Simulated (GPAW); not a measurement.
Runs of GPAW 26.7.0 on V. The structure is cubic, space group Im-3m (No. 229). The conventional cell has a = 3.029 Å, b = 3.029 Å, c = 3.029 Å, α = 90.00°, β = 90.00°, γ = 90.00°. Around V (site symmetry m-3m) lie 8 V at 2.62 Å. 

| task | level | potentials or basis | smearing | maxiter | other keys | gap on the mesh (eV) | pressure (GPa) | moment (μB) |
| --- | --- | --- | --- | --- | --- | --- | --- | --- |
| single point | PBE | GPAW PAW data sets (gpaw-data 1.2.1), pw | gaussian 0.015 eV | 150 | - | none | -4.2 | 0.11 |
| single point | PBE | GPAW PAW data sets (gpaw-data 1.2.1), pw | gaussian 0.025 eV | 150 | - | none | -4.2 | 0.11 |
| single point | PBE | GPAW PAW data sets (gpaw-data 1.2.1), pw | gaussian 0.017 eV | 150 | - | none | -4.2 | 0.11 |
| hyperfine couplings | LDA | the program's PAW data sets (release 1.2.1) made for this functional, pw | fermi-dirac 0.05 eV | 100 | several, not listed | none | (a) | 0.00 |
| single point | PBE | GPAW PAW data sets (gpaw-data 1.2.1), pw | gaussian 0.023 eV | 150 | - | none | -4.2 | 0.11 |

Alike in all rows: spin collinear, ferromagnetic start; cell as given; k mesh 12 × 12 × 12; cutoff (eV) 600.

Question: Estimate the missing entries.

Answer: (a) -17.1.

Caveats: the dipolar part lacks the spin inside other atoms' spheres (some runs); so large a pressure means that the cell lies far from this level's equilibrium, or that cutoff or potentials fall short (some runs).

A gap of «none» marks a metal or a gap under the smearing width.
